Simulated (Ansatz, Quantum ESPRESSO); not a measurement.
**CoSi2 [001], fluorite: uniaxial strain and lateral response**

The c axis is held at a set length while the cell relaxes sideways. How do the lateral strain and the stress follow? The strained cell has c along the load; unstrained it is a = 3.7547 Å, b = 3.7547 Å, c = 5.3099 Å, α = 90.00°, β = 90.00°, γ = 90.00°, with 6 atoms.

Calculated with Quantum ESPRESSO 7.5, PBEsol, GBRV 1.5 ultrasoft potentials, cutoff 680 eV, Fermi–Dirac smearing 0.05 eV, k-mesh 12×12×8, no spin polarisation, no spin-orbit coupling.

Relaxed positions at 0 %:

```csv
atom,x,y,z
Co,0.0000,0.0000,0.0000
Co,0.5000,0.5000,0.5000
Si,0.5000,0.0000,0.2500
Si,0.5000,0.0000,0.7500
Si,0.0000,0.5000,0.7500
Si,0.0000,0.5000,0.2500
```

```
ε_c (%)   a (Å)   c (Å)  ε_a (%)  σ (GPa, tension positive)
     −3  3.7975  5.1506    1.141                      −4.89
     −2  3.7828  5.2037    0.748                      −3.09
     −1  3.7684  5.2568    0.366                      −1.45
      0  3.7542  5.3099   −0.012                       0.00
      1  3.7403  5.3630   −0.383                       1.44
      3  3.7127  5.4692   −1.119                       3.90
```

**Question.** Fit both responses and give the free strain and the stress at +2 %, a row left out above.

Least squares with y = y0 + y1 ε + y2 ε² (ε in %) gives ε_a = −0.012 + (−0.3762) ε + (0.0025) ε² and σ = 0.04 + (1.460) ε + (−0.059) ε² GPa. The linear terms put the ratio of free to applied strain at −0.376 and the Young modulus at 146 GPa.

At +2 % the free strain comes out as −0.754 %. The run itself gives −0.754 %, so the estimate misses by 0.000 %, a rounding's worth.

The stress comes out as 2.73 GPa. The run itself gives 2.69 GPa, so the estimate misses by 0.04 GPa; the fitted rows themselves lie up to 0.04 GPa off the law.

Along a cube axis ν = C12/(C11 + C12) and Y = (C11 − C12)(C11 + 2C12)/(C11 + C12), so C11 = Y(1 − ν)/[(1 + ν)(1 − 2ν)] = 267 GPa and C12 = 161 GPa.

The negative ε² term means that the crystal stiffens in compression and softens in tension.

The same fit over all rows at other levels or in other programs gives the strain ratio = −0.376 with PBEsol (Ansatz) and −0.368 with PBEsol (Quantum ESPRESSO, PseudoDojo).

[Logs are printed without paths, hosts, clocks, repeated set-up lines and the standing remarks that a program may print on its own settings, such as how far it seeks lower states.]
